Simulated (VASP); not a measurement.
Crystal: Au.

```
Au
1.0
     2.88479    0.00000    0.00000
    -1.44240    2.49830    0.00000
     0.00000    0.00000    4.71183
Au
2
Direct
  0.33333 0.66667 0.75000
  0.66667 0.33333 0.25000
```

The cell was built by a generator and needn't be a form met in nature.

```yaml
Program: VASP 6.6.1
Task: relaxation of cell and atoms
Functional: PBE
Potentials_or_basis: VASP PAW PBE potentials, release 64 (Au)
Cutoff: 600 eV
k_mesh: 8 × 8 × 4
Occupations: gaussian, width 0.05 eV
Spin: no spin polarisation
```

At the start: pressure 9.7 GPa; volume 16.98 Å³/atom.

Question: Where does the relaxation end?

Answer: Over 5 steps the energy falls by 31.0 meV/atom and the volume is 18.05 Å³/atom (+6.3 %); space group P6_3/mmc (No. 194, to 0.05 Å).

The path:
```tsv
step	energy change (eV)	largest force (eV/Å)	pressure (GPa)	volume (Å³)
1	0.0000	0.0000	9.73	33.96
2	0.0366	0.0000	-8.99	39.28
3	-0.0617	0.0000	-0.17	36.15
4	-0.0618	0.0000	0.00	36.10
5	-0.0620	0.0000	-0.01	36.11
```

Final structure:
```
Au
1.0
     2.94816    0.00000    0.00000
    -1.47408    2.55318    0.00000
     0.00000    0.00000    4.79717
Au
2
Cartesian
  0.0000 1.7021 3.5979
  1.4741 0.8511 1.1993
```
